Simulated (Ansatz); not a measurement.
## InAs in Ansatz: convergence with k mesh

Input of the first run (k mesh 3 × 3 × 3); the others differ in this setting and in those tied to it:

Contents of input.yaml:

```yaml
crystal:
  lattice:
    - [0.0, 2.877304, 2.877304]
    - [2.877304, 0.0, 2.877304]
    - [2.877304, 2.877304, 0.0]
  atoms:
    - { symbol: In, position: [0.5, 0.5, 0.5] }
    - { symbol: As, position: [0.0, 0.0, 0.0] }
hamiltonian:
  xc: r2scan
  pseudopotentials: { kind: paw }
kpoints:
  mp_grid: { grid: [3, 3, 3] }
scf:
  occupations: { method: fermi_dirac, width: 0.05 }
output:
  forces: true
  stress: true
  eigenvalues: true
```

Potentials or basis: Ansatz PAW.

Command:

```bash
$ ansatz run input.yaml --threads 2 --pin off --max-ram 5632MiB --backend cpu --events-out ev --progress --plain --runs-dir out
```

Measurements of this composition are mostly on another form, of space group No. 216.

Hardware: 2 threads of Arm Neoverse V2 (shared host).

```
      k mesh  energy less the tightest run, at zero smearing (meV/atom)  pressure (GPa)  SCF cycles  CPU time (s)  peak memory (GiB)
   3 × 3 × 3                                                     302.46            0.92           6           1.5               0.39
   4 × 4 × 4                                                     144.87           -1.70           6           1.8                0.4
   5 × 5 × 5                                                       8.50           -2.04           6             2               0.41
   6 × 6 × 6                                                      -9.49           -2.13           6           2.5               0.41
   7 × 7 × 7                                                      -5.18           -2.36           6           2.8               0.42
   9 × 9 × 9                                                      -7.84           -2.37           6             4               0.45
11 × 11 × 11                                                      -2.59           -2.42           6           5.7               0.47
13 × 13 × 13                                                       0.00           -2.40           6             8               0.48
```

Against the tightest run, the pressure stays within 0.1 GPa from 7 × 7 × 7 on. Not settled before the last step: the energy (to 1 meV/atom). Meshes of other sizes hit other points, so gaps and Fermi surfaces needn't settle smoothly. The tightest run that finished is the yardstick and may itself not be fully converged.

Caveat, for the tightest run too: the PAW data sets come from PBE, with cores solved anew for the run's functional, which leaves a small shift of forces and pressure.
